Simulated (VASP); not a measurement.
KCl (Sylvite): single point with PBEsol

**Experimental background.**

From a printed reference work, monograph, for a bulk crystal of KCl: band gap 8.68 eV.

The system is KCl (Sylvite).

```
CELL_PARAMETERS angstrom
0.00000 3.22823 3.22823
3.22823 0.00000 3.22823
3.22823 3.22823 0.00000
ATOMIC_POSITIONS crystal
K 0.00000 0.00000 0.00000
Cl 0.50000 0.50000 0.50000
```

| Property | Result |
| --- | --- |
| Program | VASP 6.6.1 |
| Task | single point |
| Functional | PBEsol |
| Potentials or basis | VASP PAW PBE potentials, release 64 (K_sv, Cl) |
| Cutoff | 520 eV |
| k mesh | 6 × 6 × 6 |
| Occupations | gaussian, width 0.01 eV |
| Spin | no spin polarisation |
| Dipole correction | no |
| Further INCAR settings | ALGO = Normal; EDIFF = 1e-06; NBANDS = 15 |

```json
{"Pressure": "-1.4 GPa", "Band gap on the k mesh": "4.79 eV, direct"}
```

Levels at points of the mesh, in eV from the valence-band top:
```tsv
k point	band 6	band 7	band 8	band 9	band 10	band 11
(0.00, 0.00, 0.00)	0.00	0.00	0.00	4.79	8.25	8.25
(0.50, 0.00, 0.00)	-0.95	-0.28	-0.28	7.22	8.19	10.23
(0.50, 0.50, 0.00)	-0.62	-0.21	-0.21	6.47	7.90	9.48
```

Wall time 7.8 s on 1 thread of Intel(R) Xeon(R) 6975P-C (Granite Rapids), on a shared host, peak memory 0.2 GiB.

Measured gap of KCl: 8.68 eV (a printed reference work, monograph). This calculation gives 4.79 eV (-3.89 eV). The value is that of PBEsol, without temperature or zero-point motion. Semilocal functionals fall short of measured gaps as a rule.

Caveat: the PAW data sets were made with another functional, which shifts forces and pressure a little.
